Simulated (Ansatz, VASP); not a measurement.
## Si: VASP beside Ansatz

Contents of INCAR:

```
SYSTEM = Si
PREC = Accurate
ENCUT = 520
EDIFF = 1E-6
ISMEAR = 0
SIGMA = 0.05
LREAL = .False.
LASPH = .True.
NELM = 60
ALGO = Normal
ISIF = 2
LWAVE = .False.
LCHARG = .False.
NBANDS = 11
```

The input KPOINTS:

```
Automatic mesh
0
Gamma
  12 12 12
  0 0 0
```

Contents of POSCAR:

```
Si
1.0
    0.0000000000      2.6527157259      3.0683962801
    2.6527157259      0.0000000000      3.0683962801
    2.6527157259      2.6527157259      0.0000000000
Si
2
Direct
    0.5000000000      0.5000000000      0.5000000000
    0.7500000000      0.7500000000      0.7500000000
```

Input for Ansatz:

```yaml
crystal:
  lattice:
    - [0.0, 2.6527157259, 3.0683962801]
    - [2.6527157259, 0.0, 3.0683962801]
    - [2.6527157259, 2.6527157259, 0.0]
  atoms:
    - { symbol: Si, position: [0.5, 0.5, 0.5] }
    - { symbol: Si, position: [0.75, 0.75, 0.75] }
basis:
  ecutwfc: 420
kpoints:
  mp_grid: { grid: [12, 12, 12] }
hamiltonian:
  xc: lda
  pseudopotentials: { kind: paw, azcp: { folder: soft_1 } }
scf:
  occupations: { method: gaussian, width: 0.05 }
output:
  forces: true
  stress: true
  eigenvalues: true
```

Alike in both runs: task single point; functional LDA; k mesh 12 × 12 × 12; occupations gaussian, width 0.05 eV; no spin polarisation.

|  | VASP | Ansatz |
| --- | --- | --- |
| version | VASP 6.6.1 | Ansatz 0.2.0 |
| potentials or method | VASP PAW LDA potentials, release 64 (Si) | scalar-relativistic, plane waves, PAW |
| plane-wave cutoff (eV) | 520 | 420 |
| valence electrons in the cell | 8 | 8 |

|  | VASP | Ansatz | Ansatz less VASP |
| --- | --- | --- | --- |
| gap on the k mesh at the Fermi level (eV) | none | none | - |
| pressure (GPa) | -7.5 | -7.6 | -0.03 |
| largest component of the traceless stress (GPa) | 10.95 | 10.94 | -0.005 |

A gap of «none» marks a metal or a gap that the smearing closes. Ansatz warned: «pseudo_functional_mismatch».
